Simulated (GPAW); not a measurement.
TiAl:

```
Ti Al
1.0
     2.86726    0.00000    0.00000
    -1.43363    2.48312    0.00000
     0.00000    0.00000    4.67808
Ti Al
1 1
Direct
  0.00000 0.00000 0.00000
  0.33333 0.66667 0.50000
```

The cell comes from a database or a generator and needn't be the stable form of this composition.

| Quantity | Value |
| --- | --- |
| Program | GPAW 26.7.0 |
| Task | single point |
| Functional | PBE |
| Potentials or basis | GPAW PAW data sets (gpaw-data 1.2.1) |
| Cutoff | 600 eV |
| Basis | pw |
| k mesh | 11 × 11 × 6 |
| Occupations | fermi-dirac, width 0.05 eV |
| Spin | no spin polarisation |

On this cell: pressure 0.1 GPa; largest force under 0.003 eV/Å; band gap on the k mesh none (metal or under the smearing width).

The same run follows on a disturbed copy (atoms moved at random, drawn with an rms of 0.05 Å):

```
Ti Al
1.0
     2.86726    0.00000    0.00000
    -1.43363    2.48312    0.00000
     0.00000    0.00000    4.67808
Ti Al
1 1
Cartesian
  -0.0349 0.0121 0.0529
  0.0481 1.6455 2.4154
```

What changes?

The energy (extrapolated to zero smearing) moves by +4.4 meV/atom; pressure 0.2 GPa; largest force 0.227 eV/Å; band gap on the k mesh none (metal or under the smearing width).

Forces in eV/Å, atoms in the order of the input:
```
Ti   0.154 -0.027  0.165
Al  -0.154  0.027 -0.165
```

Stress tensor (GPa, compression positive):
```
 0.36  1.32  0.07
 1.32  1.12 -0.01
 0.07 -0.01 -0.96
```
